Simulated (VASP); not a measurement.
# PtSe2 (P-3m1) in VASP: a series of runs

Runs on PtSe2. Level: PBE+D3(BJ). Tasks: relaxation of cell and atoms.

Everything below comes from runs of VASP 6.6.1. Logs are shortened: lines on timing, memory, paths and dates and some standing lists are left out, and cuts for length are marked.

### Step 1. The crystal as given

Symmetry: P-3m1, No. 164, trigonal system. Conventional cell: a = 3.724 Å, b = 3.724 Å, c = 5.062 Å, α = 90.00°, β = 90.00°, γ = 120.00°. Around Pt (site symmetry -3m) lie 6 Se at 2.49 Å. Se (site symmetry 3m) is surrounded by 3 Pt at 2.49 Å.

### Step 2. Relaxation of cell and atoms, PBE+D3(BJ)

Contents of INCAR:

```
SYSTEM = PtSe2
PREC = Accurate ; ENCUT = 520
EDIFF = 1E-7 ; ISMEAR = 0
SIGMA = 0.02 ; LREAL = .FALSE.
LASPH = .TRUE. ; NELM = 80
ALGO = Fast ; ISIF = 3
LWAVE = .FALSE. ; LCHARG = .FALSE.
GGA = PE ; IVDW = 12
IBRION = 2 ; NSW = 80
EDIFFG = -0.002 ; KPAR = 4
```

Contents of KPOINTS:

```
regular mesh
0
G
  15 15 10
  0 0 0
```

Contents of POSCAR:

```
PtSe2
1.0
    3.7240000000      0.0000000000      0.0000000000
   -1.8620000000      3.2250786000      0.0000000000
    0.0000000000      0.0000000000      5.0620000000
Pt Se
1 2
Direct
    0.0000000000      0.0000000000      0.0000000000
    0.3333333300      0.6666666700      0.2500000000
    0.6666666700      0.3333333300      0.7500000000
```

Potentials or basis: VASP PAW PBE potentials, release 64 (Pt, Se).

Command:

```
cat potpaw_PBE.64/Pt/POTCAR potpaw_PBE.64/Se/POTCAR > POTCAR
mpirun -np 4 vasp_std > vasp.out
```

OUTCAR:

```text
SYSTEM = PtSe2
   PREC = Accurate
   ENCUT = 520
   EDIFF = 1E-7
   ISMEAR = 0
   LREAL = .FALSE.
   LASPH = .TRUE.
   NELM = 80
   ISIF = 3
   GGA = PE
   IVDW = 12
   IBRION = 2
   NSW = 80
   EDIFFG = -0.002
 IVDW          = 12

 ion  position               nearest neighbor table
   1  0.000  0.000  0.000-   2 2.49   3 2.49   2 2.49   3 2.49   3 2.49   2 2.49
   2  0.333  0.667  0.250-   1 2.49   1 2.49   1 2.49
   3  0.667  0.333  0.750-   1 2.49   1 2.49   1 2.49

  LATTYP: Found a hexagonal cell.
 ALAT       =     3.7240000000
 C/A-ratio  =     1.3592910849

  Lattice vectors:

 A1 = (   3.7240000000,   0.0000000000,   0.0000000000)
 A2 = (  -1.8620000000,   3.2250786000,   0.0000000000)
 A3 = (   0.0000000000,   0.0000000000,   5.0620000000)

Analysis of symmetry for initial positions (statically):
=====================================================================
 Subroutine PRICEL returns:
 Original cell was already a primitive cell.

 Routine SETGRP: Setting up the symmetry group for a
 hexagonal supercell.

 Subroutine GETGRP returns: Found 12 space group operations
 (whereof 12 operations were pure point group operations)
 out of a pool of 24 trial point group operations.

The static configuration has the point symmetry D_3d.

Analysis of symmetry for dynamics (positions and initial velocities):
=====================================================================
 Subroutine PRICEL returns:
 Original cell was already a primitive cell.

 Routine SETGRP: Setting up the symmetry group for a
 hexagonal supercell.

 Subroutine GETGRP returns: Found 12 space group operations
 (whereof 12 operations were pure point group operations)
 out of a pool of 24 trial point group operations.

The dynamic configuration has the point symmetry D_3d.

 Subroutine INISYM returns: Found 12 space group operations
 (whereof 12 operations are pure point group operations),
 and found     1 'primitive' translations

----------------------------------------------------------------------------------------

                                     Primitive cell

  volume of cell :      60.7956

  direct lattice vectors                    reciprocal lattice vectors
     3.724000000  0.000000000  0.000000000     0.268528464  0.155034981  0.000000000
    -1.862000000  3.225078600  0.000000000     0.000000000  0.310069962  0.000000000
     0.000000000  0.000000000  5.062000000     0.000000000  0.000000000  0.197550375

  length of vectors
     3.724000000  3.723999997  5.062000000     0.310069962  0.310069962  0.197550375

  position of ions in fractional coordinates (direct lattice)
     0.000000000  0.000000000  0.000000000
     0.333333330  0.666666670  0.250000000
     0.666666670  0.333333330  0.750000000

  ion indices of the primitive-cell ions
   primitive index   ion index
                 1           1
                 2           2
                 3           3

----------------------------------------------------------------------------------------

 KPOINTS: regular mesh

Automatic generation of k-mesh.
 Grid dimensions read from file:
 generate k-points for:   15   15   10

 Generating k-lattice:

  Cartesian coordinates                     Fractional coordinates (reciprocal lattice)
     0.017901898  0.010335665  0.000000000     0.066666667  0.000000000  0.000000000
     0.000000000  0.020671331  0.000000000     0.000000000  0.066666667  0.000000000
     0.000000000  0.000000000  0.019755038     0.000000000  0.000000000  0.100000000

  Length of vectors
     0.020671331  0.020671331  0.019755038

  Shift w.r.t. Gamma in fractional coordinates (k-lattice)
     0.000000000  0.000000000  0.000000000

 Subroutine IBZKPT returns following result:
 ===========================================

 Found    238 irreducible k-points:

 Following reciprocal coordinates:
            Coordinates               Weight
  0.000000  0.000000  0.000000      1.000000
  0.066667  0.000000  0.000000      6.000000
  0.133333 -0.000000  0.000000      6.000000
  0.200000  0.000000  0.000000      6.000000
  0.266667 -0.000000  0.000000      6.000000
  0.333333  0.000000  0.000000      6.000000
[... 16 lines left out ...]
  0.333333  0.200000  0.000000     12.000000
  0.400000  0.200000  0.000000      6.000000
 [... further k-points ...]
   k-points           NKPTS =    238   k-points in BZ     NKDIM =    238   number of bands    NBANDS=     15
   number of dos      NEDOS =    301   number of ions     NIONS =      3
   total plane-waves  NPLWV =  31360
   dimension x,y,z NGX =    28 NGY =   28 NGZ =   40
   dimension x,y,z NGXF=    56 NGYF=   56 NGZF=   80
   ions per type =               1   2
   NGX,Y,Z   is equivalent  to a cutoff of  12.50, 12.50, 13.14 a.u.
   NGXF,Y,Z  is equivalent  to a cutoff of  25.00, 25.00, 26.27 a.u.
 SYSTEM =  PtSe2
   PREC   = accura    normal or accurate (medium, high low for compatibility)
   ISTART =      0    job   : 0-new  1-cont  2-samecut
   ICHARG =      2    charge: 1-file 2-atom 10-const
   ISPIN  =      1    spin polarized calculation?
   LNONCOLLINEAR =      F non collinear calculations
   LSORBIT =      F    spin-orbit coupling
   LASPH  =      T    aspherical Exc in radial PAW
   ENCUT  =  520.0 eV  38.22 Ry    6.18 a.u.   6.92  6.92  9.41*2*pi/ulx,y,z
   NELM   =     80;   NELMIN=  2; NELMDL= -5     # of ELM steps
   EDIFF  = 0.1E-06   stopping-criterion for ELM
   LREAL  =      F    real-space projection
   EDIFFG = -.2E-02   stopping-criterion for IOM
   NSW    =     80    number of steps for IOM
   IBRION =      2    ionic relax: 0-MD 1-quasi-New 2-CG
   NFREE  =      1    steps in history (QN), initial steepest desc. (CG)
   ISIF   =      3    stress and relaxation
   ISYM   =      2    0-nonsym 1-usesym 2-fastsym
   POTIM  = 0.5000    time-step for ionic-motion
   TEBEG  =    0.0;   TEEND  =   0.0 temperature during run
   PSTRESS=    0.0 pullay stress
   NELECT =      22.0000    total number of electrons
   NUPDOWN=      -1.0000    fix difference up-down
   EMIN   =  10.00;   EMAX   =-10.00  energy-range for DOS
   EFERMI =   0.00;   METHOD = LEGACY
   ISMEAR =     0;   SIGMA  =   0.02  broadening in eV -4-tet -1-fermi 0-gaus
   EFERMI_NEDOS =   21; number of points for ismear=-14 and -15
   IALGO  =     68    algorithm
   IMIX   =      4    mixing-type and parameters
     AMIX     =   0.40;   BMIX     =  1.00
     AMIX_MAG =   1.60;   BMIX_MAG =  1.00
  volume/ion in A,a.u.               =      20.27       136.76
  Fermi-wavevector in a.u.,A,eV,Ry     =   1.166608  2.204570 18.517184  1.360975
  Thomas-Fermi vector in A             =   2.303119
   LORBIT       =      0    0 simple, 1 ext, 2 COOP (PROOUT), +10 PAW based schemes
   GGA     = PE    functional components
   LHFCALC =     F    Hartree Fock is set to
   AEXX    =    0.0000 exact exchange contribution
   IVDW    =    12    specifies the selected vdW correction
   LEPSILON=     F    determine dielectric tensor
   LRPA    =     F    only Hartree local field effects (RPA)
 conjugate gradient relaxation of ions
 non-spin polarized calculation
 RMM-DIIS sequential band-by-band and
 Gauss-broadening in eV      SIGMA  =   0.02
  energy-cutoff  :      520.00
  volume of cell :       60.80
 maximum number of plane-waves:      1655
   NGX = 13   NGY = 13   NGZ = 19

--------------------------------------- Ionic step        1  -------------------------------------------

 number of electron      21.9999999 magnetization

 Free energy of the ion-electron system (eV)
  ---------------------------------------------------
  ext. energy  EPLUGINS =         0.00000000
  ---------------------------------------------------
  free energy    TOTEN  =       -14.18583293 eV

  energy without entropy =      -14.18564502  energy(sigma->0) =      -14.18573897

------------------------ aborting loop because EDIFF is reached ----------------------------------------

 Edisp (eV)   -1.43094

 E8    (eV) :    -0.6140

  FORCE on cell =-STRESS in cart. coord.  units (eV):
  Direction    XX          YY          ZZ          XY          YZ          ZX
  --------------------------------------------------------------------------------------
  -------------------------------------------------------------------------------------
  Total       1.57726     1.57726     0.79999     0.00000     0.00000     0.00000
  in kB      41.56637    41.56637    21.08251     0.00000     0.00000     0.00000
  external pressure =       34.74 kB  Pullay stress =        0.00 kB
[... 100 lines left out ...]
  FREE ENERGIE OF THE ION-ELECTRON SYSTEM (eV)
  ---------------------------------------------------
  free  energy   TOTEN  =       -15.6401984508 eV

  energy  without entropy=      -15.6399896039  energy(sigma->0) =      -15.64009403

[... ionic steps 4 to 19 ...]

--------------------------------------- Ionic step       20  -------------------------------------------

 number of electron      21.9999997 magnetization

------------------------ aborting loop because EDIFF is reached ----------------------------------------

 Edisp (eV)   -1.47186

 E8    (eV) :    -0.6324
[... 71 lines left out ...]
  energy  without entropy=      -15.6659105173  energy(sigma->0) =      -15.66603202

--------------------------------------- Ionic step       22  -------------------------------------------

 number of electron      21.9999997 magnetization

 Free energy of the ion-electron system (eV)
  ---------------------------------------------------
  ext. energy  EPLUGINS =         0.00000000
  ---------------------------------------------------
  free energy    TOTEN  =       -14.19429111 eV

  energy without entropy =      -14.19404813  energy(sigma->0) =      -14.19416962

 E-fermi :   6.7246     XC(G=0): -10.8302

 val. band max:        6.7230166999   @ k =  -0.0667   0.3333   0.3000
 cond. band min:       6.7261322149   @ k =   0.3333   0.2667   0.0000
 fundamental gap:      0.0031155150
 Fermi energy:         6.7245794570

 k-point     1 :       0.0000    0.0000    0.0000
  band No.  band energies     occupation
      1      -8.9473      2.00000
      2      -5.8404      2.00000
      3      -0.3938      2.00000
      4       0.4980      2.00000
      5       0.4980      2.00000
      6       2.9357      2.00000
      7       2.9357      2.00000
      8       4.2532      2.00000
      9       5.7207      2.00000
     10       5.7207      2.00000
     11       7.5141      0.00000
     12       7.7877      0.00000
     13       7.7877      0.00000
     14      10.0818      0.00000
     15      10.8365      0.00000
[... 397 lines left out ...]
 k-point    24 :       0.4000    0.2000    0.0000
  band No.  band energies     occupation
      1      -7.0702      2.00000
      2      -6.8373      2.00000
      3      -0.2362      2.00000
      4       0.8736      2.00000
      5       1.2933      2.00000
      6       1.8933      2.00000
      7       2.4178      2.00000
      8       3.2909      2.00000
      9       3.9003      2.00000
     10       4.2189      2.00000
     11       5.2657      2.00000
     12       6.8196      0.00000
     13       7.5949      0.00000
     14      10.8702      0.00000
     15      13.5686      0.00000

 [... further k-points ...]

------------------------ aborting loop because EDIFF is reached ----------------------------------------

 Edisp (eV)   -1.47186

 E8    (eV) :    -0.6324

  FORCE on cell =-STRESS in cart. coord.  units (eV):
  Direction    XX          YY          ZZ          XY          YZ          ZX
  --------------------------------------------------------------------------------------
  -------------------------------------------------------------------------------------
  Total       0.00473     0.00473    -0.00524     0.00000    -0.00000     0.00000
  in kB       0.12782     0.12782    -0.14160     0.00000    -0.00000     0.00000
  external pressure =        0.04 kB  Pullay stress =        0.00 kB
[... 18 lines left out ...]
  FREE ENERGIE OF THE ION-ELECTRON SYSTEM (eV)
  ---------------------------------------------------
  free  energy   TOTEN  =       -15.6661535118 eV

  energy  without entropy=      -15.6659105286  energy(sigma->0) =      -15.66603202

 reached required accuracy - stopping structural energy minimisation
```

It took 4.2 min on 4 MPI ranks of Intel Xeon 6975P-C (Granite Rapids), shared host; peak memory 0.38 GiB.

What came out:

```yaml
Free_energy: -15.6662 eV
Relaxed_volume: 19.78 Å³/atom
Relaxed_cell: a = 3.771 Å, b = 3.771 Å, c = 4.818 Å, α = 90.00°, β = 90.00°, γ = 120.00°
Space_group_after_relaxing_to_0.05_Å: P-3m1 (No. 164)
Energy_gained_by_relaxing: 16.5 meV/atom
Ionic_steps: 22
Pressure_after_relaxing: 0.0 GPa
Band_gap_on_the_k_mesh: none (metal or under the smearing width)
Dispersion_energy_per_atom: -0.491 eV
```

Step by step:
```csv
step,energy change (eV),largest force (eV/Å),pressure (GPa),volume (Å³)
1,0.0000,0.5977,3.47,60.80
2,0.0315,0.3971,-5.81,64.74
3,-0.0234,0.1732,-0.55,62.30
4,-0.0234,0.1814,-0.48,62.27
5,-0.0283,0.1564,-0.42,61.91
6,-0.0399,0.0730,-0.15,60.83
7,-0.0443,0.1061,0.75,58.70
8,-0.0459,0.0291,0.37,59.53
9,-0.0468,0.1439,-1.22,59.75
10,-0.0479,0.0949,-0.55,59.66
11,-0.0490,0.0258,0.27,59.05
12,-0.0493,0.0150,-0.02,59.26
13,-0.0493,0.0166,-0.03,59.26
14,-0.0494,0.0069,0.06,59.26
15,-0.0494,0.0074,0.05,59.26
16,-0.0494,0.0058,-0.01,59.33
17,-0.0494,0.0053,-0.02,59.34
18,-0.0494,0.0047,0.03,59.34
19,-0.0494,0.0010,0.01,59.34
20,-0.0494,0.0006,0.00,59.34
21,-0.0494,0.0005,0.01,59.34
22,-0.0494,0.0000,0.00,59.34
```

Final structure:
```cif
data_structure
_symmetry_space_group_name_H-M 'P 1'
_symmetry_Int_Tables_number 1
_cell_length_a 3.7712
_cell_length_b 3.7712
_cell_length_c 4.8180
_cell_angle_alpha 90.000
_cell_angle_beta 90.000
_cell_angle_gamma 120.000
_cell_volume 59.34
loop_
_atom_site_label
_atom_site_type_symbol
_atom_site_fract_x
_atom_site_fract_y
_atom_site_fract_z
_atom_site_occupancy
Pt1 Pt 0.00000 0.00000 0.00000 1
Se1 Se 0.33333 0.66667 0.26580 1
Se2 Se 0.66667 0.33333 0.73420 1
```

Caveat: pairwise dispersion overbinds metals, which lowers pressure and volume.

### Step 3. Relaxation of cell and atoms, PBE+D3(BJ)

This run uses another cell than the first one, of 19.78 Å³/atom, 0.976 times its volume.

INCAR is that of step 2.

KPOINTS is that of step 2.

Contents of POSCAR:

```
PtSe2                                   
1.0
    3.7711541405      0.0000000000     -0.0000000000
   -1.8855770703      3.2659152834     -0.0000000000
   -0.0000000000     -0.0000000000      4.8179910799
  Pt              Se            
     1     2
Direct
     0.0000000000000000    0.0000000000000000    0.0000000000000000
     0.3333333300000021    0.6666666699999979    0.2658039759508160
     0.6666666699999979    0.3333333300000021    0.7341960240491839
```

Potentials or basis: VASP PAW PBE potentials, release 64 (Pt, Se).

Command:

```
cat potpaw_PBE.64/Pt/POTCAR potpaw_PBE.64/Se/POTCAR > POTCAR
mpirun -np 4 vasp_std > vasp.out
```

It took 47 s on 4 MPI ranks of Intel Xeon 6975P-C (Granite Rapids), shared host; peak memory 0.35 GiB.

The run converged. Its results:

* Free energy: -15.6659 eV
* Energy gained by relaxing: 0.0 meV/atom
* Ionic steps: 5
* Pressure after relaxing: 0.0 GPa
* Band gap on the k mesh: none (metal or under the smearing width)
* Dispersion energy per atom: -0.491 eV

Final structure:
```
Pt Se
1.0
     3.77161    0.00000    0.00000
    -1.88581    3.26631    0.00000
     0.00000    0.00000    4.81648
Pt Se
1 2
Cartesian
  0.0000 0.0000 0.0000
  0.0000 2.1775 1.2802
  1.8858 1.0888 3.5363
```

Levels at points of the mesh, in eV from the Fermi level:
```tsv
k point	band 7	band 8	band 9	band 10	band 11	band 12	band 13	band 14	band 15
(0.00, 0.00, 0.00)	-3.79	-2.47	-1.00	-1.00	0.79	1.06	1.06	3.36	4.11
(0.00, 0.00, 0.50)	-3.84	-2.90	-1.72	-1.72	-1.70	2.33	2.33	5.00	6.53
```

Caveat: pairwise dispersion overbinds metals, which lowers pressure and volume.
